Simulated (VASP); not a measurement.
# SnS2 (Berndtite-2T) (P-3m1) in VASP: settings compared, part 2 of 3

VASP 6.6.1. Earlier steps stand in the parts before.

## 4. Relaxation of cell and atoms, PBE+D3(BJ)

Contents of INCAR:

```
  PREC = Accurate
  ENCUT = 600
  EDIFF = 1E-6
  ISMEAR = 0
  SIGMA = 0.03
  LREAL = F
  LASPH = T
  NELM = 80
  ALGO = Normal
  ISIF = 3
  LWAVE = F
  LCHARG = F
  GGA = PE
  IVDW = 12
  IBRION = 2
  NSW = 90
  EDIFFG = -0.01
  KPAR = 4
```

Contents of KPOINTS:

```
Automatic mesh
0
Gamma
  9 9 5
```

Contents of POSCAR:

```
SnS2
1.0
    3.6390000000      0.0000000000      0.0000000000
   -1.8195000000      3.1514664444      0.0000000000
    0.0000000000      0.0000000000      5.8680000000
Sn S
1 2
Direct
    0.0000000000      0.0000000000      0.0000000000
    0.3333333333      0.6666666667      0.2500000000
    0.6666666667      0.3333333333      0.7500000000
```

Potentials or basis: VASP PAW PBE potentials, release 64 (Sn_d, S).

Launch:

```bash
$ cat potpaw_PBE.64/Sn_d/POTCAR potpaw_PBE.64/S/POTCAR > POTCAR
$ mpirun -np 4 vasp_std > vasp.out
```

OUTCAR:

```text
PREC = Accurate
   ENCUT = 600
   EDIFF = 1E-6
   ISMEAR = 0
   LREAL = F
   LASPH = T
   NELM = 80
   ISIF = 3
   GGA = PE
   IVDW = 12
   IBRION = 2
   NSW = 90
   EDIFFG = -0.01
 IVDW          = 12

 ion  position               nearest neighbor table
   1  0.000  0.000  0.000-   2 2.56   3 2.56   3 2.56   2 2.56   3 2.56   2 2.56
   2  0.333  0.667  0.250-   1 2.56   1 2.56   1 2.56
   3  0.667  0.333  0.750-   1 2.56   1 2.56   1 2.56

  LATTYP: Found a hexagonal cell.
 ALAT       =     3.6390000000
 C/A-ratio  =     1.6125309151

  Lattice vectors:

 A1 = (   3.6390000000,   0.0000000000,   0.0000000000)
 A2 = (  -1.8195000000,   3.1514664444,   0.0000000000)
 A3 = (   0.0000000000,   0.0000000000,   5.8680000000)

Analysis of symmetry for initial positions (statically):
=====================================================================
 Subroutine PRICEL returns:
 Original cell was already a primitive cell.

 Routine SETGRP: Setting up the symmetry group for a
 hexagonal supercell.

 Subroutine GETGRP returns: Found 12 space group operations
 (whereof 12 operations were pure point group operations)
 out of a pool of 24 trial point group operations.

The static configuration has the point symmetry D_3d.

Analysis of symmetry for dynamics (positions and initial velocities):
=====================================================================
 Subroutine PRICEL returns:
 Original cell was already a primitive cell.

 Routine SETGRP: Setting up the symmetry group for a
 hexagonal supercell.

 Subroutine GETGRP returns: Found 12 space group operations
 (whereof 12 operations were pure point group operations)
 out of a pool of 24 trial point group operations.

The dynamic configuration has the point symmetry D_3d.

 Subroutine INISYM returns: Found 12 space group operations
 (whereof 12 operations are pure point group operations),
 and found     1 'primitive' translations

----------------------------------------------------------------------------------------

                                     Primitive cell

  volume of cell :      67.2953

  direct lattice vectors                    reciprocal lattice vectors
     3.639000000  0.000000000  0.000000000     0.274800769  0.158656298  0.000000000
    -1.819500000  3.151466444  0.000000000     0.000000000  0.317312596  0.000000000
     0.000000000  0.000000000  5.868000000     0.000000000  0.000000000  0.170415815

  length of vectors
     3.639000000  3.639000000  5.868000000     0.317312596  0.317312596  0.170415815

  position of ions in fractional coordinates (direct lattice)
     0.000000000  0.000000000  0.000000000
     0.333333333  0.666666667  0.250000000
     0.666666667  0.333333333  0.750000000

  ion indices of the primitive-cell ions
   primitive index   ion index
                 1           1
                 2           2
                 3           3

----------------------------------------------------------------------------------------

 KPOINTS: Automatic mesh

Automatic generation of k-mesh.
 Grid dimensions read from file:
 generate k-points for:    9    9    5

 Generating k-lattice:

  Cartesian coordinates                     Fractional coordinates (reciprocal lattice)
     0.030533419  0.017628478  0.000000000     0.111111111  0.000000000  0.000000000
     0.000000000  0.035256955  0.000000000     0.000000000  0.111111111  0.000000000
     0.000000000  0.000000000  0.034083163     0.000000000  0.000000000  0.200000000

  Length of vectors
     0.035256955  0.035256955  0.034083163

  Shift w.r.t. Gamma in fractional coordinates (k-lattice)
     0.000000000  0.000000000  0.000000000

 Subroutine IBZKPT returns following result:
 ===========================================

 Found     50 irreducible k-points:

 Following reciprocal coordinates:
            Coordinates               Weight
  0.000000  0.000000  0.000000      1.000000
  0.111111  0.000000  0.000000      6.000000
  0.222222  0.000000  0.000000      6.000000
  0.333333  0.000000  0.000000      6.000000
  0.444444  0.000000  0.000000      6.000000
  0.111111  0.111111  0.000000      6.000000
[... 16 lines left out ...]
  0.222222  0.111111  0.200000     12.000000
 -0.111111  0.333333  0.200000     12.000000
 [... further k-points ...]
   k-points           NKPTS =     50   k-points in BZ     NKDIM =     50   number of bands    NBANDS=     17
   number of dos      NEDOS =    301   number of ions     NIONS =      3
   total plane-waves  NPLWV =  43200
   dimension x,y,z NGX =    30 NGY =   30 NGZ =   48
   dimension x,y,z NGXF=    60 NGYF=   60 NGZF=   96
   ions per type =               1   2
   NGX,Y,Z   is equivalent  to a cutoff of  13.71, 13.71, 13.60 a.u.
   NGXF,Y,Z  is equivalent  to a cutoff of  27.41, 27.41, 27.20 a.u.
 SYSTEM =  unknown system
   PREC   = accura    normal or accurate (medium, high low for compatibility)
   ISTART =      0    job   : 0-new  1-cont  2-samecut
   ICHARG =      2    charge: 1-file 2-atom 10-const
   ISPIN  =      1    spin polarized calculation?
   LNONCOLLINEAR =      F non collinear calculations
   LSORBIT =      F    spin-orbit coupling
   LASPH  =      T    aspherical Exc in radial PAW
   ENCUT  =  600.0 eV  44.10 Ry    6.64 a.u.   7.27  7.27 11.72*2*pi/ulx,y,z
   NELM   =     80;   NELMIN=  2; NELMDL= -5     # of ELM steps
   EDIFF  = 0.1E-05   stopping-criterion for ELM
   LREAL  =      F    real-space projection
   EDIFFG = -.1E-01   stopping-criterion for IOM
   NSW    =     90    number of steps for IOM
   IBRION =      2    ionic relax: 0-MD 1-quasi-New 2-CG
   NFREE  =      1    steps in history (QN), initial steepest desc. (CG)
   ISIF   =      3    stress and relaxation
   ISYM   =      2    0-nonsym 1-usesym 2-fastsym
   POTIM  = 0.5000    time-step for ionic-motion
   TEBEG  =    0.0;   TEEND  =   0.0 temperature during run
   PSTRESS=    0.0 pullay stress
   NELECT =      26.0000    total number of electrons
   NUPDOWN=      -1.0000    fix difference up-down
   EMIN   =  10.00;   EMAX   =-10.00  energy-range for DOS
   EFERMI =   0.00;   METHOD = LEGACY
   ISMEAR =     0;   SIGMA  =   0.03  broadening in eV -4-tet -1-fermi 0-gaus
   EFERMI_NEDOS =   21; number of points for ismear=-14 and -15
   IALGO  =     38    algorithm
   IMIX   =      4    mixing-type and parameters
     AMIX     =   0.40;   BMIX     =  1.00
     AMIX_MAG =   1.60;   BMIX_MAG =  1.00
  volume/ion in A,a.u.               =      22.43       151.38
  Fermi-wavevector in a.u.,A,eV,Ry     =   1.192352  2.253218 19.343434  1.421702
  Thomas-Fermi vector in A             =   2.328392
   LORBIT       =      0    0 simple, 1 ext, 2 COOP (PROOUT), +10 PAW based schemes
   GGA     = PE    functional components
   LHFCALC =     F    Hartree Fock is set to
   AEXX    =    0.0000 exact exchange contribution
   IVDW    =    12    specifies the selected vdW correction
   LEPSILON=     F    determine dielectric tensor
   LRPA    =     F    only Hartree local field effects (RPA)
 conjugate gradient relaxation of ions
 non-spin polarized calculation
 Gauss-broadening in eV      SIGMA  =   0.03
  energy-cutoff  :      600.00
  volume of cell :       67.30
 maximum number of plane-waves:      2297
 NGX is ok and might be reduce to    30
   NGX = 15   NGY = 15   NGZ = 23

--------------------------------------- Ionic step        1  -------------------------------------------

 number of electron      25.9999995 magnetization

 Free energy of the ion-electron system (eV)
  ---------------------------------------------------
  ext. energy  EPLUGINS =         0.00000000
  ---------------------------------------------------
  free energy    TOTEN  =       -13.13939870 eV

  energy without entropy =      -13.13939870  energy(sigma->0) =      -13.13939870

------------------------ aborting loop because EDIFF is reached ----------------------------------------

 Edisp (eV)   -0.98983

 E8    (eV) :    -0.4043
[... 108 lines left out ...]
  FREE ENERGIE OF THE ION-ELECTRON SYSTEM (eV)
  ---------------------------------------------------
  free  energy   TOTEN  =       -14.1372333407 eV

  energy  without entropy=      -14.1372333407  energy(sigma->0) =      -14.13723334

[... ionic steps 4 to 11 ...]

--------------------------------------- Ionic step       12  -------------------------------------------

 number of electron      25.9999999 magnetization

------------------------ aborting loop because EDIFF is reached ----------------------------------------
[... 77 lines left out ...]
--------------------------------------- Ionic step       14  -------------------------------------------

 number of electron      25.9999999 magnetization

 Free energy of the ion-electron system (eV)
  ---------------------------------------------------
  ext. energy  EPLUGINS =         0.00000000
  ---------------------------------------------------
  free energy    TOTEN  =       -13.15418851 eV

  energy without entropy =      -13.15418851  energy(sigma->0) =      -13.15418851

 E-fermi :   5.0158     XC(G=0):  -9.6594

 val. band max:        4.8213411599   @ k =   0.0000   0.0000   0.0000
 cond. band min:       6.1281557702   @ k =   0.0000   0.4444   0.4000
 fundamental gap:      1.3068146103
 Fermi energy:         5.0157881178

 k-point     1 :       0.0000    0.0000    0.0000
  band No.  band energies     occupation
      1     -16.1943      2.00000
      2     -16.1943      2.00000
      3     -16.1552      2.00000
      4     -16.1290      2.00000
      5     -16.1290      2.00000
      6      -8.9801      2.00000
[... 457 lines left out ...]
      4     -16.1299      2.00000
      5     -16.1108      2.00000
      6      -8.0228      2.00000
[... 9 lines left out ...]
     16      10.6302      0.00000
     17      11.7333      0.00000

 [... further k-points ...]

------------------------ aborting loop because EDIFF is reached ----------------------------------------

 Edisp (eV)   -0.98441

 E8    (eV) :    -0.4023
[... 26 lines left out ...]
  FREE ENERGIE OF THE ION-ELECTRON SYSTEM (eV)
  ---------------------------------------------------
  free  energy   TOTEN  =       -14.1385978974 eV

  energy  without entropy=      -14.1385978974  energy(sigma->0) =      -14.13859790

 reached required accuracy - stopping structural energy minimisation
```

Run time: 78 s. Hardware: 4 MPI ranks of AMD EPYC 9R45 (Zen 5), shared host; peak memory 0.25 GiB.

Results:

```yaml
Free_energy: -14.1386 eV
Relaxed_volume: 22.57 Å³/atom
Relaxed_cell: a = 3.667 Å, b = 3.667 Å, c = 5.813 Å, α = 90.00°, β = 90.00°, γ = 120.00°
Space_group_after_relaxing_to_0.05_Å: P-3m1 (No. 164)
Energy_gained_by_relaxing: 3.1 meV/atom
Ionic_steps: 14
Pressure_after_relaxing: 0.0 GPa
Band_gap_on_the_k_mesh: 1.31 eV, indirect (least direct gap 1.75 eV)
Dispersion_energy_per_atom: -0.328 eV
```

Step by step:
```tsv
step	energy change (eV)	largest force (eV/Å)	pressure (GPa)	volume (Å³)
1	0.0000	0.2533	1.72	67.30
2	-0.0012	0.1919	-1.55	69.66
3	-0.0080	0.0160	-0.06	68.51
4	-0.0080	0.0202	0.00	68.48
5	-0.0082	0.0292	0.00	68.45
6	-0.0085	0.0517	-0.04	68.37
7	-0.0087	0.0381	-0.07	68.31
8	-0.0091	0.0001	-0.17	68.12
9	-0.0092	0.0182	-0.23	68.02
10	-0.0093	0.0098	-0.08	67.86
11	-0.0093	0.0081	-0.09	67.82
12	-0.0094	0.0046	-0.03	67.75
13	-0.0094	0.0027	0.08	67.62
14	-0.0094	0.0018	-0.01	67.70
```

Final structure:
```xyz
3
Lattice="3.6672 0.0000 0.0000 -1.8336 3.1759 0.0000 0.0000 0.0000 5.8130" Properties=species:S:1:pos:R:3 pbc="T T T"
Sn    0.0000    0.0000    0.0000
S     0.0000    2.1173    1.4786
S     1.8336    1.0586    4.3344
```

Caveat: spin-orbit coupling is left out, which moves the levels of the heavy elements; an odd mesh through Γ misses points on the zone boundary, where band edges often lie.

(Continued in part 3 of 3.)
